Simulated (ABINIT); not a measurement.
The system is W.

```
CELL_PARAMETERS angstrom
-1.58234 1.58234 1.58234
1.58234 -1.58234 1.58234
1.58234 1.58234 -1.58234
ATOMIC_POSITIONS crystal
W 0.00000 0.00000 0.00000
```

Base run:

| Property | Result |
| --- | --- |
| Program | ABINIT 10.8.3 (patched build) |
| Functional | rPW86PBE |
| Potentials or basis | JTH PAW PBE v2.0 |
| Cutoff | 435 eV |
| k mesh | 12 × 12 × 12 |
| Occupations | fermi-dirac, width 0.05 eV |
| Spin | no spin polarisation |

Its results: band gap on the k mesh none (metal or under the smearing width); pressure 15.9 GPa.

Q: After a change of settings the same cell gave: band gap on the k mesh none (metal or under the smearing width); pressure -2.3 GPa. Which change was it?
A. functional from rPW86PBE to PBEsol; k mesh from 12 × 12 × 12 to 7 × 7 × 7
B. functional from rPW86PBE to RPBE
C. spin from no spin polarisation to spin-orbit coupling, no magnetisation
D. functional from rPW86PBE to RPBE; spin from no spin polarisation to spin-orbit coupling, no magnetisation

A: A.

Caveats: some runs use coarse meshes; so large a pressure means that the cell lies far from this level's equilibrium, or that cutoff or potentials fall short (some runs); the potentials were made for another functional, which shifts forces and pressure (some runs); spin-orbit coupling is left out, which moves the levels of the heavy elements (some runs); the PAW data sets were made with another functional, which shifts forces and pressure a little (some runs).
